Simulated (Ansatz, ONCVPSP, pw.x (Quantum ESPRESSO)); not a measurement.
## What a changed setting does to a pw.x run (fcc Mo)

Potential: optimised norm-conserving Vanderbilt (ONCV), ONCVPSP 4.0.1.1 (patched build), PBEsol; core [Ar] 3d10, reference 4s2 4p6 4d5 5s1; waves: 4s+5s: rc 2.15 bohr, ncon 3, nbas 8, qcut 5.1 1/bohr, 2 projectors; 4p: rc 1.85 bohr, ncon 4, nbas 9, qcut 6.3 1/bohr, 2 projectors, debl 3.8 Ha; 4d: rc 2.25 bohr, ncon 4, nbas 9, qcut 5.7 1/bohr, 2 projectors, debl 2.3 Ha; f scattering state at 0.05 Ha: rc 1.90 bohr, ncon 4, nbas 8, qcut 5.4 1/bohr, 1 projector; local part: polynomial inside 1.15 bohr (lpopt 5, dvloc0 0 Ha); core correction: Teter function, fcfact 3.25, rcfact 1.7.

The reference run (k-mesh 14³, cutoffs 50/200 Ry, Fermi–Dirac 0.01 Ry, mixing_beta 0.4, conv_thr 1e-9, no spin) gives 0.61 GPa at 15.547 Å³/atom, where all-electron LAPW gives 0.18 GPa. This run, with its own iteration cap, changes nosym to true.

```
&control
  calculation='scf', prefix='x', pseudo_dir='./', outdir='./tmp', tstress=.true., disk_io='none'
/
&system
  ibrav=0, nat=1, ntyp=1, ecutwfc=50, ecutrho=200, nbnd=15,
  occupations='smearing', smearing='fd', degauss=0.01, nosym=.true.
/
&electrons
  conv_thr=1e-09, mixing_beta=0.4, electron_maxstep=60
/
ATOMIC_SPECIES
Mo 1.0 Mo.UPF
CELL_PARAMETERS angstrom
  0.00000000 1.98094401 1.98094401
  1.98094401 0.00000000 1.98094401
  1.98094401 1.98094401 0.00000000
ATOMIC_POSITIONS crystal
Mo 0.0000 0.0000 0.0000
K_POINTS automatic
14 14 14 0 0 0
```

```bash
pw.x < Mo.scf.in > Mo.scf.out
```

Problem. How does the run end?

Solution. It converges in 8 iterations; the free energy moves by +0.0 meV/atom and the pressure by +0.00 GPa. The result is that of the reference run.

```
lattice parameter (alat)  =       5.2940  a.u.
     unit-cell volume          =     104.9164 (a.u.)^3
     number of electrons       =        14.00
     number of Kohn-Sham states=           15
     kinetic-energy cutoff     =      50.0000  Ry
     charge density cutoff     =     200.0000  Ry
     scf convergence threshold =      1.0E-09
     Exchange-correlation= PBESOL
     number of k points=  1376  Fermi-Dirac smearing, width (Ry)=  0.0100
     iteration #  1     ecut=    50.00 Ry     beta= 0.40
     total energy              =    -147.25970884 Ry
     estimated scf accuracy    <       0.11089043 Ry
     iteration #  2     ecut=    50.00 Ry     beta= 0.40
     total energy              =    -147.26488359 Ry
     estimated scf accuracy    <       0.01132735 Ry
     iteration #  3     ecut=    50.00 Ry     beta= 0.40
     total energy              =    -147.26612464 Ry
     estimated scf accuracy    <       0.00074953 Ry
     [... 2 iterations left out ...]
     iteration #  6     ecut=    50.00 Ry     beta= 0.40
     total energy              =    -147.26619350 Ry
     estimated scf accuracy    <       0.00000019 Ry
     iteration #  7     ecut=    50.00 Ry     beta= 0.40
     total energy              =    -147.26619350 Ry
     estimated scf accuracy    <       0.00000002 Ry
     iteration #  8     ecut=    50.00 Ry     beta= 0.40
     the Fermi energy is    20.8168 ev
!    total energy              =    -147.26619350 Ry
     estimated scf accuracy    <          1.3E-10 Ry
     smearing contrib. (-TS)   =      -0.00554243 Ry
     The total energy is F=E-TS. E is the sum of the following terms:
     one-electron contribution =     -17.92107173 Ry
     hartree contribution      =      18.53600912 Ry
     xc contribution           =     -27.84794388 Ry
     ewald contribution        =    -120.02764459 Ry
     convergence has been achieved in   8 iterations
          total   stress  (Ry/bohr**3)                   (kbar)     P=        6.12
     Message from routine punch:
     Nothing written, as per user request (disk_io='none')
```

The run took about 90 s on one core of a shared host (Intel(R) Xeon(R) 6975P-C, 192 threads, 378 GiB, load 72).
